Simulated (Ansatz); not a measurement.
# Sm: the cost of one run

Program: Ansatz 0.2.0. Level of theory: DFT PBE, scalar-relativistic, plane waves, PAW. These are calculated values, not measurements.

## 1. The starting structure

It takes space group R-3m (No. 166, trigonal). The conventional cell has a = 3.814 Å, b = 3.814 Å, c = 27.768 Å, α = 90.00°, β = 90.00°, γ = 120.00°. Sm (site symmetry -3m) has 12 Sm at 3.79 to 3.81 Å as nearest neighbours. Around Sm (site symmetry 3m) lie 12 Sm at 3.79 to 3.81 Å.

As a file:

```cif
data_structure
_symmetry_space_group_name_H-M 'P 1'
_symmetry_Int_Tables_number 1
_cell_length_a 9.5143
_cell_length_b 9.5143
_cell_length_c 9.5143
_cell_angle_alpha 23.126
_cell_angle_beta 23.126
_cell_angle_gamma 23.126
_cell_volume 116.62
loop_
_atom_site_label
_atom_site_type_symbol
_atom_site_fract_x
_atom_site_fract_y
_atom_site_fract_z
_atom_site_occupancy
Sm1 Sm 0.00000 0.00000 0.00000 1
Sm2 Sm 0.22216 0.22216 0.22216 1
Sm3 Sm 0.77784 0.77784 0.77784 1
```

The moments start at Sm 6.79 μB.

## 2. The electronic structure

File input.yaml:

```yaml
crystal:
  lattice:
    - [1.9070889465, 1.1010583166, 9.2559894986]
    - [-1.9070889465, 1.1010583166, 9.2559894986]
    - [0.0, -2.2021166332, 9.2559894986]
  atoms:
    - { symbol: Sm, position: [0.0, 0.0, 0.0], spin: 6.79 }
    - { symbol: Sm, position: [0.2221646231, 0.2221646231, 0.2221646231], spin: 6.79 }
    - { symbol: Sm, position: [0.7778353769, 0.7778353769, 0.7778353769], spin: 6.79 }
basis:
  ecutwfc: 420
  ecutrho_ratio: 4
kpoints:
  mp_grid: { grid: [12, 12, 12] }
  band_path:
    path:
      - [[0.0, 0.0, 0.0], [0.5, 0.5, 0.5], [0.8238996, 0.1761004, 0.5]]
      - [[0.5, -0.1761004, 0.1761004], [0.5, 0.0, 0.0], [0.0, 0.0, 0.0], [0.3380502, -0.3380502, 0.0]]
      - [[0.6619498, 0.0, 0.3380502], [0.5, 0.0, 0.5], [0.0, 0.0, 0.0]]
    npoints: 14
hamiltonian:
  xc: pbe
scf:
  occupations: { method: gaussian, width: 0.05 }
  lower_state_search: "off"
  n_extra_bands: 36
output:
  forces: true
  stress: true
  eigenvalues: true
  populations: true
  hubbard: { sites: [{ species: Sm, l: f }] }
  dos: { projected: true, de: 0.02, nscf_kmesh: { grid: [18, 18, 18] } }
  bader: false
magnetization:
  spin_polarized: true
checkpoint:
  read: start.run
  write: ck
  compress: false
  write_wavefunctions: false
  write_every: 100000
```

It reads its starting density from start.run, saved by an earlier run on this cell.

Q: Estimate wall time and peak memory on 8 threads of an x86-64 CPU, shared host.

About 26 s, with a peak of 4.1 GiB.
